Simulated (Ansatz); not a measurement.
NaH (Fm-3m): volume and gaps against pressure

```yaml
crystal:
  lattice:
    - [2.39722, 2.39722, 0.00000]
    - [-2.39722, 2.39722, 0.00000]
    - [0.00000, 2.39722, 2.39722]
  atoms:
    - { symbol: Na, position: [0.00000, 0.00000, 0.00000] }
    - { symbol: H, position: [0.50000, 0.50000, 0.00000] }
```

This is the zero-pressure cell under r²SCAN. Cell and atoms are relaxed by PAW (default files of Ansatz 0.2.0, cutoff 500 eV, stress met within about 0.05 GPa) at each pressure, in this structure whether or not another phase would take over; P is the pressure reached, less that of this cell. Levels come from r²SCAN, PAW on Ansatz 0.2.0's default frozen-core files (fitted under PBE), scalar-relativistic; k mesh 8×8×8, fixed occupations, cutoff 500 eV. Conduction levels are in eV over the valence top (at W), at fixed fractional wave vectors. Zone-centre phonons come from finite displacements by PAW, without the LO-TO term.

```csv
P (GPa),V/V₀,L,X,W,Γ,T1u TO (cm⁻¹)
-1.99,1.1025,4.230,5.015,6.416,10.757,443.7
0.00,1.0000,4.401,5.219,6.684,11.634,540.8
1.97,0.9316,4.531,5.380,6.890,12.312,612.6
3.97,0.8798,4.641,5.519,7.065,12.886,672.2
6.99,?,?,?,?,?,?
9.96,0.7760,4.893,5.857,7.475,14.232,809.1
14.97,0.7189,5.057,6.087,7.744,15.111,897.4
```

Q: Fit the third-order Birch-Murnaghan equation to the rows shown.

A: With f = [(V₀/V)^(2/3) − 1]/2, the normalised pressure F = P/[3f(1 + 2f)^(5/2)] is 24.7 GPa at f = -0.0315, 24.2 GPa at f = 0.0242, 24.0 GPa at f = 0.0445, 23.6 GPa at f = 0.0921, 23.4 GPa at f = 0.1230. The line F = B₀[1 + (3/2)(B′ − 4)f] gives B₀ = 24.4 GPa and B′ = 3.8.

Q: What are the volume deformation potentials and pressure coefficients of these levels at zero pressure?

A: 

| level | dE/dlnV (eV) | dE/dP = −(dE/dlnV)/B₀ (meV/GPa) | mean slope up to 2.0 GPa (meV/GPa) |
| --- | --- | --- | --- |
| L | -1.80 | 73.8 | 65.9 |
| X | -2.19 | 89.7 | 81.5 |
| W | -2.84 | 116.4 | 104.5 |
| Γ | -9.33 | 381.7 | 343.5 |

dE/dlnV is the slope of a cubic fit in ln V at V₀. The last column is read from two rows and shows how the slope bends with pressure.

Q: What mode Grüneisen parameters follow?

A: γ = −d ln ω/d ln V at V₀ from a quadratic fit in ln V: T1u 1.87.

Q: What belongs in the row at 6.99 GPa?

A: The fits give V/V₀ = 0.8208 and L = 4.778 eV. Computed: V/V₀ = 0.8206, L = 4.778, X = 5.701, W = 7.288, Γ = 13.618, T1u TO (cm⁻¹) = 747.0.

Limits of these numbers: no other phase was computed; many crystals of this kind change structure within this range, and rows or crossings beyond such a change describe a metastable lattice; frozen-core PAW files fitted under PBE, their cores solved anew for the functional of the run; semilocal gaps are low, and the spacing of valleys can be off by tenths of an eV; levels are read at fixed fractional k, so an edge that moves off these points is missed.
